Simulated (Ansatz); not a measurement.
Here is an Ansatz 0.2.0 calculation.

File input.yaml:

```yaml
crystal:
  lattice:
    - [0.0, 2.3885, 2.3885]
    - [2.3885, 0.0, 2.3885]
    - [2.3885, 2.3885, 0.0]
  atoms:
    - { symbol: As, position: [0.75, 0.75, 0.75] }
    - { symbol: B, position: [0.0, 0.0, 0.0] }
hamiltonian:
  xc: blyp
  pseudopotentials: { kind: paw }
  dispersion: d3bj
kpoints:
  mp_grid: { grid: [10, 10, 10] }
scf:
  occupations: { method: fermi_dirac, width: 0.05 }
output:
  forces: true
  stress: true
  eigenvalues: true
relax:
  f_tol: 0.01
  max_steps: 40
  cell: { stress_tol: 0.05 }
```

Potentials or basis: Ansatz PAW.

Command:

```bash
$ ansatz run input.yaml --threads 2 --pin off --max-ram 5632MiB --backend cpu --events-out ev --progress --plain --runs-dir out
```

(1) Predict the relaxed volume.

(2) What does it give for the band gap on the k mesh?

(3) Estimate the space group after relaxing (to 0.05 Å).

(4) Predict the relaxed cell.

## Answers

(1) 13.55 Å³/atom.

(2) 1.41 eV, indirect (least direct gap 3.38 eV).

(3) F-43m (No. 216).

(4) a = 3.372 Å, b = 3.372 Å, c = 3.372 Å, α = 60.00°, β = 60.00°, γ = 60.00°.

Caveat: the plane-wave basis is chosen anew once the cell has moved, so the energies of steps on either side of that aren't comparable; the PAW data sets come from PBE, with cores solved anew for the run's functional, which leaves a small shift of forces and pressure.
